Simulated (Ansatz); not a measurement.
## How an unstable Be3S structure lowers its energy

Method: DFT PBE, scalar-relativistic, plane waves, PAW (Ansatz 0.2.0). All cells share a 420 eV cutoff and Γ-centred k meshes spaced at most 0.3 Å⁻¹ (0.19 for metals, 2π included).

The start was the Cu3Au (L1_2) type (Pm-3m, No. 221), relaxed within its symmetry. A cell of 8 atoms (2 times the primitive one) was then disturbed at random, relaxed without symmetry and relaxed once more on a fine mesh. The k mesh leaves about 4 meV/atom of noise in metals.

Before:

Space group Pm-3m (No. 221). a = 3.476 Å, b = 3.476 Å, c = 3.476 Å, α = 90.00°, β = 90.00°, γ = 90.00°
```json
{"atom": "Be", "site": "3c", "symmetry": "4/mm.m", "x": "0.0000", "y": "0.5000", "z": "0.5000"}
{"atom": "S", "site": "1a", "symmetry": "m-3m", "x": "0.0000", "y": "0.0000", "z": "0.0000"}
```

After:

Space group Cm (No. 8). a = 10.204 Å, b = 3.281 Å, c = 6.525 Å, α = 90.00°, β = 108.88°, γ = 90.00°
```tsv
atom	site	symmetry	x	y	z
Be	2a	m	0.9988	0.0000	0.7484
Be	2a	m	0.5071	0.5000	0.2545
Be	2a	m	0.8492	0.5000	0.7141
Be	2a	m	0.8569	0.5000	0.1395
Be	2a	m	0.5156	0.0000	0.0033
Be	2a	m	0.9911	0.5000	0.4981
S	2a	m	0.6364	0.5000	0.5727
S	2a	m	0.6455	0.5000	0.0693
```

Q: Is this a distortion of the same structure or a reconstruction, and what lowers the energy?

A: A reconstruction, from Pm-3m (No. 221) to Cm (No. 8). Be–Be bonds form, at 2.08 Å where the closest pair was 2.46 Å apart; Be–S bonds form, at 2.06 Å where the closest pair was 2.46 Å apart.

Q: What does it gain?

A: 647 meV/atom, with the volume going from 10.50 to 12.92 Å³/atom. Against the elements the energy goes from 0.62 to -0.03 eV/atom.

Cost: 4 runs of about 12 core-minutes in all, on Arm Neoverse V2 (shared hosts).